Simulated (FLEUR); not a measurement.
The system is I.

```
I
1.0
    -1.61746    1.61746    4.26481
     1.61746   -1.61746    4.26481
     1.61746    1.61746   -4.26481
I
1
Cartesian
  0.0000 0.0000 0.0000
```

* Program: FLEUR MaX-R8.1 (later development tree)
* Task: single point
* Functional: PBE
* Potentials or basis: all-electron
* Basis: FLAPW
* Kmax: 3.8 1/bohr
* k mesh: 11 × 11 × 11
* Occupations: fermi-dirac, width 0.05 eV
* Spin: no spin polarisation
* Gmax: 11.8 1/bohr
* Muffin-tin radii: I 2.66 bohr
* lmax: I 11
* Local orbitals a species: I 6
* Max iterations: 60
* Mixing factor: 0.05
* Mixer: Anderson
* Mixer history: 15
* Density convergence: 1e-05 me/bohr^3

On this cell: band gap on the k mesh none (metal or under the smearing width).

The same run follows on a disturbed copy (cell strained at random at fixed volume):

```
I
1.0
    -1.58994    1.63206    4.23669
     1.68421   -1.64020    4.27552
     1.55534    1.60560   -4.23977
I
1
Direct
  0.00275 0.01163 0.01539
```

Task: What changes?

Result: The energy (extrapolated to zero smearing) moves by -0.1 meV/atom; band gap on the k mesh none (metal or under the smearing width).

Caveats: an odd number of electrons without spin polarisation forces a metal; a magnetic or distorted state may lie lower.
